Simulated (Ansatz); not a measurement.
# HgTe: the cost of one run

Computed with Ansatz 0.2.0 (DFT PBE, scalar-relativistic, plane waves, PAW, unless a step's input says otherwise).

3 further runs of the same task are left out: 3 set aside as unsound or not needed.

## Step 1: Starting point

Symmetry: F-43m, No. 216, cubic system. Conventional cell: a = 6.653 Å, b = 6.653 Å, c = 6.653 Å, α = 90.00°, β = 90.00°, γ = 90.00°. Around Hg (site symmetry -43m) lie 4 Te at 2.88 Å. Te (site symmetry -43m) is surrounded by 4 Hg at 2.88 Å.

Structure file:

```xyz
2
Lattice="0.0000 3.3264 3.3264 3.3264 0.0000 3.3264 3.3264 3.3264 0.0000" Properties=species:S:1:pos:R:3 pbc="T T T"
Hg    0.0000    0.0000    0.0000
Te    1.6632    1.6632    1.6632
```

It is the result of an earlier relaxation at this level (volume 36.81 Å³/atom; gap on the mesh: none (metal)).

## Step 2: Electronic structure at the relaxed geometry

input.yaml

```yaml
crystal:
  lattice:
    - [0.0, 3.326407798, 3.326407798]
    - [3.326407798, 0.0, 3.326407798]
    - [3.326407798, 3.326407798, 0.0]
  atoms:
    - { symbol: Hg, position: [0.0, 0.0, 0.0] }
    - { symbol: Te, position: [0.25, 0.25, 0.25] }
basis:
  ecutwfc: 420
kpoints:
  mp_grid: { grid: [12, 12, 12] }
  band_path:
    path:
      - [[0.0, 0.0, 0.0], [-0.5, -0.5, 0.0], [-0.375, -0.375, 0.25]]
      - [[-0.375, 0.0, 0.375], [0.0, 0.0, 0.0], [0.0, 0.0, 0.5], [-0.5, -0.25, 0.25], [-0.5, -0.5, 0.0]]
    npoints: 14
hamiltonian:
  xc: pbe
scf:
  occupations: { method: gaussian, width: 0.1 }
  n_extra_bands: 6
output:
  forces: true
  stress: true
  eigenvalues: true
  populations: true
  dos: { projected: true, de: 0.02, nscf_kmesh: { grid: [18, 18, 18] } }
  bader: true
  write_density: true
  write_potential: true
  elf: true
  volumetric_format: npy
```

The run is started by

```sh
ansatz run input.yaml --threads 1 --pin off --max-ram 2560MiB --backend cpu --events-out ev --progress --plain --runs-dir out
```

Q: Estimate wall time and peak memory on 1 thread of Arm Neoverse V1, shared host.

About 61 s, with a peak of 0.47 GiB.
